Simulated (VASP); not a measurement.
# Nb (Fm-3m) in VASP: further runs

The runs below take Nb through relaxation of the atoms, single point, relaxation of cell and atoms, with r2SCAN, PBEsol, LDA.

Everything below comes from runs of VASP 6.6.1. Logs are shortened: lines on timing, memory, paths and dates and some standing lists are left out, and cuts for length are marked.

### 1 The crystal as given

It takes space group Fm-3m (No. 225, cubic). Conventional cell: a = 4.230 Å, b = 4.230 Å, c = 4.230 Å, α = 90.00°, β = 90.00°, γ = 90.00°. Nb (site symmetry m-3m) is surrounded by 12 Nb at 2.99 Å.

This isn't the form of Nb at room conditions, which is bcc.

### 2 Relaxation of the atoms, r2SCAN (cell strained at random at fixed volume)

run.py

```python
from ase.calculators.vasp import Vasp
from ase.io import read
from ase.optimize import BFGS

atoms = read('Nb.cif')
calc = Vasp(
    directory='calc',
    xc='r2scan',
    pp='PBE',
    setups='materialsproject',
    prec='Accurate',
    encut=520,
    ediff=1e-06,
    ismear=0,
    sigma=0.1,
    lreal=False,
    lasph=True,
    nelm=100,
    algo='Normal',
    isif=2,
    lwave=True,
    lcharg=False,
    lmixtau=True,
    kpts=[11, 11, 11],
    gamma=True,
)
atoms.calc = calc
opt = BFGS(atoms, trajectory='relax.traj')
converged = opt.run(fmax=0.02, steps=40)
print('converged:', converged)

print('energy (eV):', atoms.get_potential_energy())
print('free energy (eV):', atoms.get_potential_energy(force_consistent=True))
print('forces (eV/A):')
print(atoms.get_forces())
print('stress (eV/A^3, Voigt):', atoms.get_stress())
print('Fermi level (eV):', calc.get_fermi_level())
print('cell (A, degrees):', atoms.cell.cellpar())
print('volume (A^3):', atoms.get_volume())
print('scaled positions:')
print(atoms.get_scaled_positions())
```

Nb.cif

```cif
data_Nb
_cell_length_a 2.98830175
_cell_length_b 2.97065714
_cell_length_c 2.98171834
_cell_angle_alpha 60.00992137
_cell_angle_beta 60.80926290
_cell_angle_gamma 60.64946535
_space_group_name_H-M_alt 'P1'
_space_group_name_Hall 'P 1'
_space_group_IT_number 1
loop_
_space_group_symop_operation_xyz
'x,y,z'
loop_
_atom_site_label
_atom_site_type_symbol
_atom_site_symmetry_multiplicity
_atom_site_Wyckoff_symbol
_atom_site_fract_x
_atom_site_fract_y
_atom_site_fract_z
_atom_site_occupancy
Nb1 Nb 1 a 0.0000000000 0.0000000000 0.0000000000 1
```

Potentials or basis: VASP PAW PBE potentials, release 64 (Nb_pv).

The run is started by

```console
$ python run.py
```

The program printed:

```text
Step     Time          Energy          fmax
BFGS:    0 --:--:--      -24.403066        0.000000
converged: True
energy (eV): -24.39932565
free energy (eV): -24.4030659
forces (eV/A):
[[0. 0. 0.]]
stress (eV/A^3, Voigt): [ 0.00321572 -0.00152977  0.00173447 -0.01012351  0.00498792  0.00633056]
Fermi level (eV): 4.98876572
cell (A, degrees): [ 2.98830175  2.97065714  2.98171834 60.00992137 60.8092629  60.64946535]
volume (A^3): 18.921737482228636
scaled positions:
[[0. 0. 0.]]
```

OUTCAR:

```text
ENCUT = 520.000000
   EDIFF = 1.00e-06
   METAGGA = R2SCAN
   PREC = Accurate
   ISIF = 2
   ISMEAR = 0
   NELM = 100
   LASPH = .TRUE.
   LREAL = .FALSE.

 ion  position               nearest neighbor table
   1  0.000  0.000  0.000-

  LATTYP: Found a triclinic cell.
 ALAT       =     2.9706571400
 B/A-ratio  =     1.0020171680
 C/A-ratio  =     1.0059396319
 COS(alpha) =     0.0006156389
 COS(beta)  =     0.4901514229
 COS(gamma) =     0.4972856757

  Lattice vectors:

 A1 = (  -1.4560718242,  -2.5893355685,   0.0000000000)
 A2 = (  -0.0018325412,  -1.6972046890,   2.4453905334)
 A3 = (  -2.9883017500,   0.0000000000,   0.0000000000)

Analysis of symmetry for initial positions (statically):
=====================================================================
 Subroutine PRICEL returns:
 Original cell was already a primitive cell.

 Routine SETGRP: Setting up the symmetry group for a
 triclinic supercell.

 Subroutine GETGRP returns: Found  2 space group operations
 (whereof  2 operations were pure point group operations)
 out of a pool of  2 trial point group operations.

The static configuration has the point symmetry S_2 .

Analysis of symmetry for dynamics (positions and initial velocities):
=====================================================================
 Subroutine PRICEL returns:
 Original cell was already a primitive cell.

 Routine SETGRP: Setting up the symmetry group for a
 triclinic supercell.

 Subroutine GETGRP returns: Found  2 space group operations
 (whereof  2 operations were pure point group operations)
 out of a pool of  2 trial point group operations.

The dynamic configuration has the point symmetry S_2 .

 Subroutine INISYM returns: Found  2 space group operations
 (whereof  2 operations are pure point group operations),
 and found     1 'primitive' translations

----------------------------------------------------------------------------------------

                                     Primitive cell

  volume of cell :      18.9217

  direct lattice vectors                    reciprocal lattice vectors
     2.988301750  0.000000000  0.000000000     0.334638227 -0.188178504 -0.130353085
     1.456071824  2.589335568  0.000000000     0.000000000  0.386199461 -0.140893841
     1.454239283  0.892130880  2.445390533     0.000000000  0.000000000  0.408932637

  length of vectors
     2.988301750  2.970657140  2.981718340     0.405445211  0.411097431  0.408932637

  position of ions in fractional coordinates (direct lattice)
     0.000000000  0.000000000  0.000000000

  ion indices of the primitive-cell ions
   primitive index   ion index
                 1           1

----------------------------------------------------------------------------------------

 KPOINTS: KPOINTS created by Atomic Simulation Env

Automatic generation of k-mesh.
 Grid dimensions read from file:
 generate k-points for:   11   11   11

 Generating k-lattice:

  Cartesian coordinates                     Fractional coordinates (reciprocal lattice)
     0.030421657 -0.017107137 -0.011850280     0.090909091  0.000000000 -0.000000000
     0.000000000  0.035109042 -0.012808531     0.000000000  0.090909091  0.000000000
     0.000000000  0.000000000  0.037175694     0.000000000  0.000000000  0.090909091

  Length of vectors
     0.036858656  0.037372494  0.037175694

  Shift w.r.t. Gamma in fractional coordinates (k-lattice)
     0.000000000  0.000000000  0.000000000

 Subroutine IBZKPT returns following result:
 ===========================================

 Found    666 irreducible k-points:

 Following reciprocal coordinates:
            Coordinates               Weight
  0.000000  0.000000  0.000000      1.000000
  0.090909  0.000000 -0.000000      2.000000
  0.181818  0.000000  0.000000      2.000000
  0.272727  0.000000 -0.000000      2.000000
  0.363636  0.000000 -0.000000      2.000000
  0.454545  0.000000  0.000000      2.000000
[... 16 lines left out ...]
  0.454545  0.181818 -0.000000      2.000000
 -0.454545  0.181818 -0.000000      2.000000
 [... further k-points ...]
   k-points           NKPTS =    666   k-points in BZ     NKDIM =    666   number of bands    NBANDS=      9
   number of dos      NEDOS =    301   number of ions     NIONS =      1
   total plane-waves  NPLWV =  13824
   dimension x,y,z NGX =    24 NGY =   24 NGZ =   24
   dimension x,y,z NGXF=    48 NGYF=   48 NGZF=   48
   ions per type =               1
   NGX,Y,Z   is equivalent  to a cutoff of  13.35, 13.43, 13.38 a.u.
   NGXF,Y,Z  is equivalent  to a cutoff of  26.70, 26.86, 26.76 a.u.
 SYSTEM =  unknown system
   PREC   = accura    normal or accurate (medium, high low for compatibility)
   ISTART =      0    job   : 0-new  1-cont  2-samecut
   ICHARG =      2    charge: 1-file 2-atom 10-const
   ISPIN  =      1    spin polarized calculation?
   LNONCOLLINEAR =      F non collinear calculations
   LSORBIT =      F    spin-orbit coupling
   LASPH  =      T    aspherical Exc in radial PAW
   ENCUT  =  520.0 eV  38.22 Ry    6.18 a.u.   5.56  5.52  5.54*2*pi/ulx,y,z
   NELM   =    100;   NELMIN=  2; NELMDL= -5     # of ELM steps
   EDIFF  = 0.1E-05   stopping-criterion for ELM
   LREAL  =      F    real-space projection
   EDIFFG = 0.1E-04   stopping-criterion for IOM
   NSW    =      0    number of steps for IOM
   IBRION =     -1    ionic relax: 0-MD 1-quasi-New 2-CG
   NFREE  =      0    steps in history (QN), initial steepest desc. (CG)
   ISIF   =      2    stress and relaxation
   ISYM   =      2    0-nonsym 1-usesym 2-fastsym
   POTIM  = 0.5000    time-step for ionic-motion
   TEBEG  =    0.0;   TEEND  =   0.0 temperature during run
   PSTRESS=    0.0 pullay stress
   NELECT =      11.0000    total number of electrons
   NUPDOWN=      -1.0000    fix difference up-down
   EMIN   =  10.00;   EMAX   =-10.00  energy-range for DOS
   EFERMI =   0.00;   METHOD = LEGACY
   ISMEAR =     0;   SIGMA  =   0.10  broadening in eV -4-tet -1-fermi 0-gaus
   EFERMI_NEDOS =   21; number of points for ismear=-14 and -15
   IALGO  =     38    algorithm
   IMIX   =      4    mixing-type and parameters
     AMIX     =   0.40;   BMIX     =  1.00
     AMIX_MAG =   1.60;   BMIX_MAG =  1.00
  volume/ion in A,a.u.               =      18.92       127.69
  Fermi-wavevector in a.u.,A,eV,Ry     =   1.366319  2.581968 25.399725  1.866827
  Thomas-Fermi vector in A             =   2.492470
   LORBIT       =      0    0 simple, 1 ext, 2 COOP (PROOUT), +10 PAW based schemes
   METAGGA = R2SCAN    functional components
   LHFCALC =     F    Hartree Fock is set to
   AEXX    =    0.0000 exact exchange contribution
   IVDW    =     0    specifies the selected vdW correction
   LEPSILON=     F    determine dielectric tensor
   LRPA    =     F    only Hartree local field effects (RPA)
 non-spin polarized calculation
 Gauss-broadening in eV      SIGMA  =   0.10
  energy-cutoff  :      520.00
  volume of cell :       18.92
 maximum number of plane-waves:       531
   NGX = 11   NGY = 11   NGZ = 11

 number of electron      10.9999999 magnetization

 Free energy of the ion-electron system (eV)
  ---------------------------------------------------
  ext. energy  EPLUGINS =         0.00000000
  ---------------------------------------------------
  free energy    TOTEN  =       -24.40306590 eV

  energy without entropy =      -24.39558540  energy(sigma->0) =      -24.39932565

 E-fermi :   4.9888     XC(G=0): -13.2859

 val. band max:        4.9885415347   @ k =   0.2727  -0.2727   0.2727
 cond. band min:       4.9901274994   @ k =   0.3636   0.3636   0.2727
 fundamental gap:      0.0015859647
 Fermi energy:         4.9887657154

 k-point     1 :       0.0000    0.0000    0.0000
  band No.  band energies     occupation
      1     -26.3636      2.00000
      2     -26.3335      2.00000
      3     -26.3165      2.00000
      4      -1.6489      2.00000
      5       4.8829      1.86549
      6       5.1441      0.02804
      7       5.2206      0.00104
      8       7.8094      0.00000
      9       7.9635      0.00000
[... 265 lines left out ...]
 k-point    24 :      -0.4545    0.1818   -0.0000
  band No.  band energies     occupation
      1     -27.4421      2.00000
      2     -26.7348      2.00000
      3     -26.5509      2.00000
      4       1.8358      2.00000
      5       3.6730      2.00000
      6       5.0161      0.69959
      7       5.9506      0.00000
      8       9.6267      0.00000
      9      11.6845      0.00000

 [... further k-points ...]

------------------------ aborting loop because EDIFF is reached ----------------------------------------

  FORCE on cell =-STRESS in cart. coord.  units (eV):
  Direction    XX          YY          ZZ          XY          YZ          ZX
  --------------------------------------------------------------------------------------
  -------------------------------------------------------------------------------------
  Total       -0.0608469      0.0289459     -0.0328191     -0.1197851      0.1915542     -0.0943801
  in kB       -5.1521481      2.4509611     -2.7789193    -10.1426703     16.2196453     -7.9915293
  external PRESSURE =      -1.8267021 kB  Pullay stress =       0.0000000 kB

 VOLUME and BASIS-vectors are now :
 -----------------------------------------------------------------------------
  energy-cutoff  :      520.00
  volume of cell :       18.92
      direct lattice vectors                 reciprocal lattice vectors
     2.988301750  0.000000000  0.000000000     0.334638227 -0.188178504 -0.130353085
     1.456071824  2.589335568  0.000000000     0.000000000  0.386199461 -0.140893841
     1.454239283  0.892130880  2.445390533     0.000000000  0.000000000  0.408932637

 POSITION                                       TOTAL-FORCE (eV/Angst)
 -----------------------------------------------------------------------------------
      0.00000      0.00000      0.00000         0.000000      0.000000      0.000000
 -----------------------------------------------------------------------------------
    total drift:                                0.000000     -0.000000      0.000000

  FREE ENERGIE OF THE ION-ELECTRON SYSTEM (eV)
  ---------------------------------------------------
  free  energy   TOTEN  =       -24.4030659049 eV

  energy  without entropy=      -24.3955853966  energy(sigma->0) =      -24.39932565
```

INCAR:

```text
ENCUT = 520.000000
SIGMA = 0.100000
EDIFF = 1.00e-06
ALGO = Normal
METAGGA = R2SCAN
PREC = Accurate
ISIF = 2
ISMEAR = 0
NELM = 100
LASPH = .TRUE.
LCHARG = .FALSE.
LWAVE = .TRUE.
LMIXTAU = .TRUE.
LREAL = .FALSE.
```

Run time: 3.7 min. Hardware: 1 thread of Intel Xeon Platinum 8559C (Emerald Rapids), shared host; peak memory 0.25 GiB.

What came out:

```yaml
Free_energy: -24.4031 eV
Pressure_after_relaxing: -0.2 GPa
Band_gap_on_the_k_mesh: none (metal or under the smearing width)
```

Final structure:
```yaml
crystal:
  lattice:
    - [2.98830, 0.00000, 0.00000]
    - [1.45607, 2.58934, 0.00000]
    - [1.45424, 0.89213, 2.44539]
  atoms:
    - { symbol: Nb, position: [0.00000, 0.00000, 0.00000] }
```

Levels at points of the mesh, in eV from the Fermi level:
| k point | band 1 | band 2 | band 3 | band 4 | band 5 | band 6 | band 7 | band 8 | band 9 |
| --- | --- | --- | --- | --- | --- | --- | --- | --- | --- |
| (0.00, 0.00, 0.00) | -31.35 | -31.32 | -31.31 | -6.64 | -0.11 | 0.16 | 0.23 | 2.82 | 2.97 |

Caveat: the relaxation stopped at its first step, so nothing moved; the PAW data sets were made with another functional, which shifts forces and pressure a little.

### 3 Single point, PBEsol

INCAR

```
SYSTEM = Nb
PREC = Accurate
ENCUT = 520
EDIFF = 1E-7
ISMEAR = 0
SIGMA = 0.02
LREAL = .FALSE.
LASPH = .TRUE.
NELM = 60
ALGO = Fast
ISIF = 2
LWAVE = .FALSE.
LCHARG = .TRUE.
GGA = PS
LELF = .TRUE.
LVHAR = .TRUE.
```

KPOINTS

```
regular mesh
0
G
  11 11 11
  0 0 0
```

POSCAR

```
Nb
2.9911
    0.000000000000      0.707097723246      0.707097723246
    0.707097723246      0.000000000000      0.707097723246
    0.707097723246      0.707097723246      0.000000000000
Nb
1
Direct
    0.0000000000      0.0000000000      0.0000000000
```

Potentials or basis: VASP PAW PBE potentials, release 54 (Nb_sv).

The run is started by

```console
$ cat potpaw_PBE.54/Nb_sv/POTCAR > POTCAR
$ mpirun -np 1 vasp_std > vasp.out
```

Wall time 19 s (1 thread of Intel Xeon Platinum 8559C (Emerald Rapids), shared host); peak memory 0.13 GiB.

The run converged. Its results:

- Free energy: -10.5883 eV
- Pressure: -7.7 GPa
- Band gap on the k mesh: none (metal or under the smearing width)

Levels at points of the mesh, in eV from the Fermi level:
| k point | band 4 | band 5 | band 6 | band 7 | band 8 | band 9 |
| --- | --- | --- | --- | --- | --- | --- |
| (0.00, 0.00, 0.00) | -30.11 | -6.22 | 0.12 | 0.12 | 0.12 | 2.69 |

Caveat: the PAW data sets were made with another functional, which shifts forces and pressure a little.

### 4 Single point, PBEsol

run.py

```python
from ase.calculators.vasp import Vasp
from ase.dft.bandgap import bandgap
from ase.io import read

atoms = read('Nb.cif')
calc = Vasp(
    directory='calc',
    xc='pbesol',
    pp='PBE',
    setups='recommended',
    pp_version='54',
    prec='Accurate',
    encut=520,
    ediff=1e-06,
    ismear=0,
    sigma=0.02,
    lreal=False,
    lasph=True,
    nelm=60,
    algo='Normal',
    isif=2,
    lwave=False,
    lcharg=False,
    kpts=[11, 11, 11],
    gamma=True,
    nbands=12,
)
atoms.calc = calc

print('energy (eV):', atoms.get_potential_energy())
print('free energy (eV):', atoms.get_potential_energy(force_consistent=True))
print('forces (eV/A):')
print(atoms.get_forces())
print('stress (eV/A^3, Voigt):', atoms.get_stress())
print('Fermi level (eV):', calc.get_fermi_level())
gap, top, bottom = bandgap(calc)
print('band gap (eV):', gap, 'from (spin, k, band)', top, 'to', bottom)
```

Edit Nb.cif of step 2 so:

```diff
@@ -1,8 +1,8 @@
 data_Nb
-_cell_length_a 2.98830175
-_cell_length_b 2.97065714
-_cell_length_c 2.98171834
-_cell_angle_alpha 60.00992137
-_cell_angle_beta 60.80926290
-_cell_angle_gamma 60.64946535
+_cell_length_a 2.99106168
+_cell_length_b 2.99106168
+_cell_length_c 2.99106168
+_cell_angle_alpha 60.00000000
+_cell_angle_beta 60.00000000
+_cell_angle_gamma 60.00000000
 _space_group_name_H-M_alt 'P1'
```

The run is started by

```console
$ python run.py
```

Wall time 11 s (1 thread of Intel Xeon Platinum 8559C (Emerald Rapids), shared host); peak memory 0.14 GiB.

Results (log left out):

```yaml
Free_energy: -10.5883 eV
Pressure: -7.7 GPa
Band_gap_on_the_k_mesh: none (metal or under the smearing width)
```

Levels at points of the mesh, in eV from the Fermi level:
| k point | band 4 | band 5 | band 6 | band 7 | band 8 | band 9 |
| --- | --- | --- | --- | --- | --- | --- |
| (0.00, 0.00, 0.00) | -30.11 | -6.22 | 0.12 | 0.12 | 0.12 | 2.69 |

Caveat: the PAW data sets were made with another functional, which shifts forces and pressure a little.

[end of part 1 of 2]
